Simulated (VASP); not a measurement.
Write the native input for VASP 6.6.1 that does the following.

- Task: relaxation of the atoms
- Functional: PBE
- Potentials or basis: VASP PAW PBE potentials, release 64 (B, As)
- Cutoff: 600 eV
- k mesh: 10 × 10 × 10
- Occupations: gaussian, width 0.03 eV
- Spin: no spin polarisation
- Further INCAR settings: ALGO = Normal; EDIFF = 1e-07; IBRION = 2; EDIFFG = -0.01; NSW = 40

The structure of BAs lies in POSCAR:

```
BAs                                     
1.0
    0.0000000000      2.4081703798      2.4081703798
    2.4081703798      0.0000000000      2.4081703798
    2.4081703798      2.4081703798      0.0000000000
  B               As            
     1     1
Direct
     0.0000000000000000    0.0000000000000000    0.0000000000000000
     0.2500000000000000    0.2500000000000000    0.2500000000000000
```

One way to write it, as run:

INCAR

```
SYSTEM = BAs
PREC = Accurate
ENCUT = 600
EDIFF = 1E-7
ISMEAR = 0
SIGMA = 0.03
LREAL = .FALSE.
LASPH = .TRUE.
NELM = 80
ALGO = Normal
ISIF = 2
LWAVE = .FALSE.
LCHARG = .FALSE.
GGA = PE
IBRION = 2
NSW = 40
EDIFFG = -0.01
```

KPOINTS

```
Automatic mesh
0
G
  10 10 10
  0 0 0
```

Potentials or basis: VASP PAW PBE potentials, release 64 (B, As).

Launch:

```bash
$ cat potpaw_PBE.64/B/POTCAR potpaw_PBE.64/As/POTCAR > POTCAR
$ mpirun -np 1 vasp_std > vasp.out
```

Results of the run:

* Pressure after relaxing: 0.0 GPa
* Band gap on the k mesh: 1.20 eV, indirect (least direct gap 3.25 eV)

Caveat: the relaxation stopped at its first step, so nothing moved.

It took 22 s on 1 thread of Intel(R) Xeon(R) Platinum 8488C (Sapphire Rapids) (shared host), peak memory 0.16 GiB.
